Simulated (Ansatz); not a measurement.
# SnO: further runs on a relaxed guess

Aim: for this structure of SnO, see whether it has a gap, which orbitals make up the states near it and how charge is shared.

Computed with Ansatz 0.2.0 (DFT PBE, scalar-relativistic, plane waves, PAW, unless a step's input says otherwise).

## (1) Starting point

The structure is hexagonal, space group P6_3/mmc (No. 194). Conventional cell: a = 3.469 Å, b = 3.469 Å, c = 6.438 Å, α = 90.00°, β = 90.00°, γ = 120.00°. Sn (site symmetry -3m) is surrounded by 6 O at 2.57 Å. Around O (site symmetry -6m2) lie 6 Sn at 2.57 Å.

Structure file:

```cif
data_structure
_symmetry_space_group_name_H-M 'P6_3/mmc'
_symmetry_Int_Tables_number 194
_cell_length_a 3.4690
_cell_length_b 3.4690
_cell_length_c 6.4380
_cell_angle_alpha 90.000
_cell_angle_beta 90.000
_cell_angle_gamma 120.000
_cell_volume 67.09
loop_
_atom_site_label
_atom_site_type_symbol
_atom_site_symmetry_multiplicity
_atom_site_Wyckoff_symbol
_atom_site_fract_x
_atom_site_fract_y
_atom_site_fract_z
_atom_site_occupancy
Sn1 Sn 2 a 0.00000 0.00000 0.00000 1
O1 O 2 d 0.33333 0.66667 0.75000 1
```

The cell was relaxed beforehand at this level, starting from a generated guess, and another structure or a mixture of phases may lie lower. At a tolerance of 0.05 Å it has space group P6_3/mmc (No. 194); it has 16.77 Å³/atom, an uncorrected energy of -0.73 eV/atom over the elements.

## (2) Static run: bands, density of states and charges

The input, input.yaml:

```yaml
crystal:
  lattice:
    - [3.4689528648, 0.0, 0.0]
    - [-1.7344764324, 3.0042013054, 0.0]
    - [0.0, 0.0, 6.4379904662]
  atoms:
    - { symbol: Sn, position: [0.0, 0.0, 0.0] }
    - { symbol: Sn, position: [0.0, 0.0, 0.5] }
    - { symbol: O, position: [0.3333333333, 0.6666666667, 0.75] }
    - { symbol: O, position: [0.6666666667, 0.3333333333, 0.25] }
basis:
  ecutwfc: 420
kpoints:
  mp_grid: { grid: [18, 18, 8] }
  band_path:
    path:
      - [[0.0, 0.0, 0.0], [0.5, 0.0, 0.0], [0.33333333, 0.33333333, 0.0], [0.0, 0.0, 0.0], [0.0, 0.0, 0.5], [0.5, 0.0, 0.5], [0.33333333, 0.33333333, 0.5], [0.0, 0.0, 0.5]]
      - [[0.5, 0.0, 0.5], [0.5, 0.0, 0.0]]
      - [[0.33333333, 0.33333333, 0.5], [0.33333333, 0.33333333, 0.0]]
    npoints: 14
hamiltonian:
  xc: pbe
scf:
  occupations: { method: gaussian, width: 0.1 }
  n_extra_bands: 10
output:
  forces: true
  stress: true
  eigenvalues: true
  populations: true
  dos: { projected: true, de: 0.02, nscf_kmesh: { grid: [22, 22, 10] } }
  bader: true
  write_density: true
  write_potential: true
  elf: true
  volumetric_format: npy
```

Command:

```bash
$ ansatz run input.yaml --threads 1 --pin off --max-ram 2048MiB --backend cpu --events-out ev --progress --plain --runs-dir out
```

Log:

```text
Warning: RAYON_NUM_THREADS=1 ignored (pool sized by the plan → 1); use --threads N
scf.n_extra_bands = 10 over 20 filled bands (N_el = 40.0): the run solves 30 bands
Engine: ansatz 0.2.0, aarch64-unknown-linux-gnu
Pseudopotentials: kind: paw
Pseudopotential: Sn, paw, valence charge 14, recommended cutoff 420 eV (normal), Sn.paw.azcp
Pseudopotential: O, paw, valence charge 6, recommended cutoff 420 eV (normal), O.paw.azcp
Functional definition: PBE
  parameter kappa = 0.804
  parameter beta = 0.06672455060314922
  exchange = pbe_x(kappa = kappa, mu = beta*pi^2/3)
  correlation = pbe_c(beta = beta)
Crystal: 4 atoms, lattice volume = 67.093 Å³
Basis set: ecut = 420 eV, 1311 PW (Γ), exchange–correlation on 48×48×90 points (8 copies of the dense FFT grid, shifted against one another)
Bands: 30, of which v1, the nominal top of the filled ones, is band 20 counted from 1 (19 counted from 0)
Symmetry: 24 space group operations
Space group: P63/mmc (ITA 194), of the structure as read, at distance tolerance 4.1e-5 Å
k-points: 185 of 2592
Non-local potential: Sn, projectors of the file, l = 0: 2, l = 1: 2, l = 2: 2, l = 3: 2
Non-local potential: O, projectors of the file, l = 0: 2, l = 1: 2, l = 2: 1
PAW form: soft (Blöchl's): semilocal exchange-correlation on the pseudo side does not see the compensation charge
PAW one-centre angular grid: Sn, 590 points (default); XC on 64 Gauss nodes
PAW one-centre angular grid: O, 110 points (default); XC on 64 Gauss nodes
Initial density: superposition of atomic densities (neutral atoms: chi_scale 0, normalization atom), corrected by the library's trained network
Initial wavefunctions: pseudopotential atomic-orbital guess
Functional: x = pbe(κ = 0.804, μ = 0.2195149727645171), c = pbe(β = 0.06672455060314922)
SCF iter   1: F=—  HF=-13181.294981 eV  |F-HF|=—  |Δ(HF+E_count)|=         —  Δρ=2.01e-3  dr2=1.53e-3  ethr=1.77e-3  ⟨swp⟩=7.5  Hψ=28175  notcnv=0  defer=198
preconditioner: auto → Kerker (q_TF=auto, 2.503 Å⁻¹)  [metal: Δε(μ)=0.052 eV  Ē_g=20.879 eV  σ=0.100 eV  W_gap=0.29  n_scr=22 (ndim 8)  ℏωp=28.7 eV  f_vac=0.003  D(μ)=0.34/eV (n_scr^D=0)]
SCF iter   2: F=—  HF=-13181.294378 eV  |F-HF|=—  |Δ(HF+E_count)|=   6.03e-4  Δρ=9.85e-4  dr2=4.87e-4  ethr=3.83e-6  ⟨swp⟩=2.0  Hψ=9891  notcnv=0  defer=248
SCF iter   3: F=—  HF=-13181.294693 eV  |F-HF|=—  |Δ(HF+E_count)|=   3.16e-4  Δρ=4.56e-4  dr2=9.11e-5  ethr=1.22e-6  ⟨swp⟩=2.0  Hψ=8640  notcnv=0  defer=248
SCF iter   4: F=—  HF=-13181.294712 eV  |F-HF|=—  |Δ(HF+E_count)|=   1.87e-5  Δρ=2.10e-4  dr2=2.35e-5  ethr=2.28e-7  ⟨swp⟩=2.3  Hψ=8530  notcnv=0  defer=248
SCF iter   5: F=—  HF=-13181.294712 eV  |F-HF|=—  |Δ(HF+E_count)|=   4.35e-7  Δρ=7.06e-5  dr2=2.18e-6  ethr=5.87e-8  ⟨swp⟩=2.0  Hψ=8637  notcnv=0  defer=248
SCF iter   6: F=—  HF=-13181.294711 eV  |F-HF|=—  |Δ(HF+E_count)|=   8.11e-7  Δρ=2.26e-5  dr2=2.43e-7  ethr=5.45e-9  ⟨swp⟩=2.0  Hψ=8057  notcnv=0  defer=248
SCF iter   7: F=-13181.294711 eV  HF=-13181.294711 eV  |F-HF|=8.60e-9  |Δ(HF+E_count)|=   6.17e-8  Δρ=4.42e-6  dr2=1.20e-8  ethr=2.50e-10  ⟨swp⟩=13.2  Hψ=38348  notcnv=0
SCF 1 converged in 7 iterations: F = -13181.294711 eV  dr2 = 1.20e-8
NSCF: frozen V_eff on 129 k-points
NSCF: frozen V_eff on 312 k-points
SCF converged after 7 iterations
Free energy (F): -13181.294711 eV
Harris-Foulkes:  -13181.294711 eV  (|F-HF|=8.60e-9)
Internal energy: -13181.292972 eV  (E = F + TS)
E sigma→0 (E₀):  -13181.293841 eV
Entropy (-TS):   -0.001739 eV (-0.435 meV/atom)
Fermi energy:    10.475309 eV
--- Per-component energies (eV) ---
  E_band       = -153.625230
  E_kinetic    = 715.578556
  E_local      = -2134.160310  (includes V_loc(G=0)·N_el)
  E_nonlocal   = 29.865352
  E_hartree    = 1191.701758
  E_xc         = -914.526121
  E_vxc        = -381.734561  (∫ρ·V_xc dr)
  E_paw        = -8578.854920  (= ΣΔE_a)
  E_vpaw       = -766.588545  (= ΣTr[D̂ρ^β])
  E_aug_tail   = 0.004603  (compensation charges beyond the density's cutoff)
  E_ewald      = -3490.901889
  E_smearing   = -0.001739  (= −TS)
  E_closure    = -0.000000  (closes the sum)
  Σ components = -13181.294711   (vs F -13181.294711, Δ=0.00e0)
--- Forces (eV/Å), atoms counted from 1 ---
  atom   1  Sn     0.00000000     0.00000000     0.00000000
  atom   2  Sn     0.00000000    -0.00000000     0.00000000
  atom   3  O      0.00000000    -0.00000000     0.00000000
  atom   4  O      0.00000000     0.00000000    -0.00000000
  max |Σ_I F_I| component: 5.55e-17 eV/Å
--- Stress (GPa, compression-positive) ---
       -0.005265       0.000000       0.000000
       -0.000000      -0.005265       0.000000
        0.000000       0.000000      -0.004522
  P = ⅓ Tr σ = -0.0050 GPa (-0.050 kbar)
--- Band table (eV; the first three rows and the last of 185) ---
  k-point 0: bands = ["-11.3674", "-11.2435", "-11.2435", "-11.2308", "-11.2308", "-11.1898", "-11.1898", "-11.1616", "-11.1177", "-11.1177", "-8.0089", "-7.5153", "1.4161", "3.3749", "6.7656", "7.5528", "7.5528", "7.7597", "7.7597", "9.8441", "11.0185", "16.3220", "16.3220", "17.5731", "17.6201", "17.6201", "18.2809", "21.1776", "21.9507", "21.9507"]
  k-point 1: bands = ["-11.3595", "-11.2430", "-11.2430", "-11.2313", "-11.2313", "-11.1870", "-11.1870", "-11.1694", "-11.1205", "-11.1205", "-7.9919", "-7.5362", "1.4754", "3.2673", "6.8873", "7.5610", "7.5610", "7.7523", "7.7523", "9.6083", "11.2997", "16.3511", "16.3511", "16.6781", "17.5332", "17.5332", "19.1232", "21.2186", "22.1044", "22.1044"]
  k-point 2: bands = ["-11.3372", "-11.2416", "-11.2416", "-11.2327", "-11.2327", "-11.1917", "-11.1793", "-11.1793", "-11.1284", "-11.1284", "-7.9430", "-7.5947", "1.6475", "2.9898", "7.2084", "7.5847", "7.5847", "7.7311", "7.7311", "9.1531", "11.8933", "15.5414", "16.4391", "16.4391", "17.3156", "17.3156", "20.0576", "21.3086", "22.4961", "22.4961"]
  k-point 184: bands = ["-11.2692", "-11.2692", "-11.2023", "-11.2023", "-11.1948", "-11.1948", "-11.1893", "-11.1893", "-11.1829", "-11.1829", "-7.1053", "-7.1053", "3.3464", "3.3464", "5.0378", "5.0378", "7.1792", "7.1792", "9.3873", "9.3873", "10.8680", "10.8680", "13.9782", "13.9782", "15.0063", "15.0063", "21.0801", "21.0801", "22.4618", "22.4618"]
--- Löwdin populations: 4 sites ---
  site symbol       q [e]
     0     Sn     13.1885
     1     Sn     13.1885
     2      O      6.7400
     3      O      6.7400
  spilling = 0.003576 (of n_electrons = 40.000000)
--- Bader charges: 4 sites ---
  site symbol  charge [e]  shift [e]
     0     Sn      1.2199     0.0002
     1     Sn      1.2199     0.0002
     2      O     -1.2199     0.0002
     3      O     -1.2199     0.0002
  estimated error of the sums over rays = 3.3e-4 e
```

It took 1.8 min on 1 thread of Arm Neoverse N1, shared host; peak memory 0.62 GiB.

By site:

```tsv
atom	Löwdin electrons	Bader charge (e)	Bader volume (Å³)
Sn1	13.19	+1.22	19.2
Sn2	13.19	+1.22	19.2
O3	6.74	-1.22	14.3
O4	6.74	-1.22	14.3
```

From bands.tsv, the levels nearest the Fermi level at the path's corners, in eV from the Fermi level:

```
point  band 17  band 18  band 19  band 20  band 21  band 22  band 23  band 24
    Γ    -2.92    -2.72    -2.72    -0.63     0.54     5.85     5.85     7.10
    M    -3.84    -2.88    -1.92    -0.73    -0.50     2.26     3.42     4.21
    K    -4.49    -4.49    -3.90     0.26     1.85     1.85     2.57     2.57
    Γ    -2.92    -2.72    -2.72    -0.63     0.54     5.85     5.85     7.10
    A    -2.81    -2.81    -2.33    -2.33     3.02     3.02     6.32     6.32
    L    -3.40    -3.40    -2.35    -2.35     1.88     1.88     3.92     3.92
    H    -3.30    -3.30    -1.09    -1.09     0.39     0.39     3.50     3.50
    A    -2.81    -2.81    -2.33    -2.33     3.02     3.02     6.32     6.32
    L    -3.40    -3.40    -2.35    -2.35     1.88     1.88     3.92     3.92
    M    -3.84    -2.88    -1.92    -0.73    -0.50     2.26     3.42     4.21
    H    -3.30    -3.30    -1.09    -1.09     0.39     0.39     3.50     3.50
    K    -4.49    -4.49    -3.90     0.26     1.85     1.85     2.57     2.57
```

Counts of states by energy window (eV from the Fermi level), total and by projection:

| from | to | total | Sn 5s | Sn 5p | O 2p |
| --- | --- | --- | --- | --- | --- |
| -8 | -7 | 2.67 | 1.46 | 0.32 | 0.73 |
| -7 | -6 | 0.51 | 0.19 | 0.13 | 0.19 |
| -6 | -5 | 1.09 | 0.04 | 0.39 | 0.65 |
| -5 | -4 | 2.39 | 0.10 | 0.60 | 1.65 |
| -4 | -3 | 4.11 | 0.11 | 0.45 | 3.48 |
| -3 | -2 | 1.64 | 0.31 | 0.15 | 1.13 |
| -2 | -1 | 1.95 | 0.51 | 0.23 | 1.15 |
| -1 | 0 | 0.93 | 0.24 | 0.13 | 0.52 |
| 0 | 1 | 0.69 | 0.08 | 0.39 | 0.16 |
| 1 | 2 | 1.34 | 0.14 | 0.79 | 0.30 |
| 2 | 3 | 1.72 | 0.12 | 1.05 | 0.45 |
| 3 | 4 | 2.99 | 0.07 | 2.04 | 0.71 |
| 4 | 5 | 2.15 | 0.04 | 1.66 | 0.26 |
| 5 | 6 | 1.98 | 0.03 | 1.59 | 0.16 |

A further 25 or so states lie below the table's range.

Density in the ac plane at y = 0.000 (fractional), which holds Sn.

Ten even steps from ' ' (0.10 e/Å³) to '@' (16.48 e/Å³):
```
**==..              ..==
....                  ..
                        
                        
                        
                        
                        
....                  ..
**==..              ..==
@@**::              ::**
**==..              ..==
....                  ..
                        
                        
                        
                        
                        
....                  ..
**==..              ..==
@@**::              ::**
```
Columns run along a and rows up along c, over one cell in 12 and 20 even steps from the bottom left corner. Atoms in the plane (fractional): Sn at (0.00, 0.00), Sn at (0.00, 0.50).

ELF in the same plane.

Ten even steps from '0' (0.00) to '9' (0.56):
```
014653235641
346532223564
654323432345
433246864233
222258985222
433247874233
654333433345
346532223564
004653235640
002653235620
004653235640
346532223564
654333433345
433247874233
222258985222
433246864233
654323432345
346532223564
014653235641
002653235620
```
Columns run along a and rows up along c, over one cell in 12 and 20 even steps from the bottom left corner. Atoms in the plane (fractional): Sn at (0.00, 0.00), Sn at (0.00, 0.50).

Both are smooth PAW fields of the valence electrons: close to the nuclei they are not physical.

The highest ELF values outside the cores: 0.83 in the shell around O, 0.6 Å from O.

## (3) Again, with basis.precision f64, scf.algorithm density_mixing, eigensolver.kind davidson

The input, input.yaml:

```yaml
crystal:
  lattice:
    - [3.4689528648, 0.0, 0.0]
    - [-1.7344764324, 3.0042013054, 0.0]
    - [0.0, 0.0, 6.4379904662]
  atoms:
    - { symbol: Sn, position: [0.0, 0.0, 0.0] }
    - { symbol: Sn, position: [0.0, 0.0, 0.5] }
    - { symbol: O, position: [0.3333333333, 0.6666666667, 0.75] }
    - { symbol: O, position: [0.6666666667, 0.3333333333, 0.25] }
basis:
  ecutwfc: 420
  precision: f64
kpoints:
  mp_grid: { grid: [18, 18, 8] }
hamiltonian:
  xc: pbe
scf:
  occupations: { method: gaussian, width: 0.1 }
  algorithm: density_mixing
  eigensolver: { kind: davidson }
output:
  forces: true
  eigenvalues: true
  stress: true
```

Command:

```bash
$ ansatz run input.yaml --threads 1 --pin off --max-ram 2048MiB --backend cpu --events-out ev --progress --plain --runs-dir out
```

Log, cut to the lines that bear on the results:

```text
Warning: RAYON_NUM_THREADS=1 ignored (pool sized by the plan → 1); use --threads N
[...]
[... 4 set-up lines as earlier in the session ...]
[...]
Crystal: 4 atoms, lattice volume = 67.093 Å³
Basis set: ecut = 420 eV, 1311 PW (Γ), exchange–correlation on 48×48×90 points (8 copies of the dense FFT grid, shifted against one another)
Bands: 24, of which v1, the nominal top of the filled ones, is band 20 counted from 1 (19 counted from 0)
[... 2 set-up lines as earlier in the session ...]
k-points: 185 of 2592
[...]
SCF iter   1: F=—  HF=-13181.292619 eV  |F-HF|=—  |Δ(HF+E_count)|=         —  Δρ=1.86e-3  dr2=1.43e-3  ethr=1.77e-3  ⟨swp⟩=5.8  Hψ=18430  notcnv=0
[...]
SCF converged after 6 iterations
Free energy (F): -13181.294711 eV
[...]
E sigma→0 (E₀):  -13181.293841 eV
Entropy (-TS):   -0.001739 eV (-0.435 meV/atom)
Fermi energy:    10.475289 eV
[...]
--- Forces (eV/Å), atoms counted from 1 ---
  atom   1  Sn     0.00000000    -0.00000000     0.00000000
  atom   2  Sn     0.00000000     0.00000000     0.00000000
  atom   3  O      0.00000000    -0.00000000     0.00000000
  atom   4  O      0.00000000     0.00000000    -0.00000000
[...]
--- Stress (GPa, compression-positive) ---
       -0.005115      -0.000000       0.000000
       -0.000000      -0.005115       0.000000
        0.000000       0.000000      -0.004665
  P = ⅓ Tr σ = -0.0050 GPa (-0.050 kbar)
--- Band table (eV; the first three rows and the last of 185) ---
  k-point 0: bands = ["-11.3675", "-11.2435", "-11.2435", "-11.2308", "-11.2308", "-11.1898", "-11.1898", "-11.1617", "-11.1178", "-11.1178", "-8.0089", "-7.5153", "1.4161", "3.3749", "6.7655", "7.5527", "7.5527", "7.7596", "7.7596", "9.8441", "11.0185", "16.3220", "16.3220", "17.5731"]
[...]
```

It took 34 s on 1 thread of Arm Neoverse N1, shared host; peak memory 0.43 GiB.

```tsv
run	ending	energy change	pressure (GPa)	gap (eV)	force (eV/Å)	cycles	time
step 2	converged	0	0.0	0.00	0.00	7	1.8 min (other work)
variant	converged	0.0 meV/atom	0.0	0.00	0.00	6	34 s
```

Same state: the changed arithmetic precision and solver leaves the energy within 0.5 meV/atom.

## (4) What came out

| quantity | value |
| --- | --- |
| gap | none (metal) |
| states at the Fermi level | 0.42 per eV per cell |
| Bader charges | Sn +1.22, O -1.22 e |

What this shows: Bands cross the Fermi level: a metal at this level of theory. Of the projected weight within 0.25 eV of the Fermi level, the largest part is O 2p (46 %) and Sn 5p (28 %). Bader charges reach 1.2 e, so charge transfer in this metal is strong.
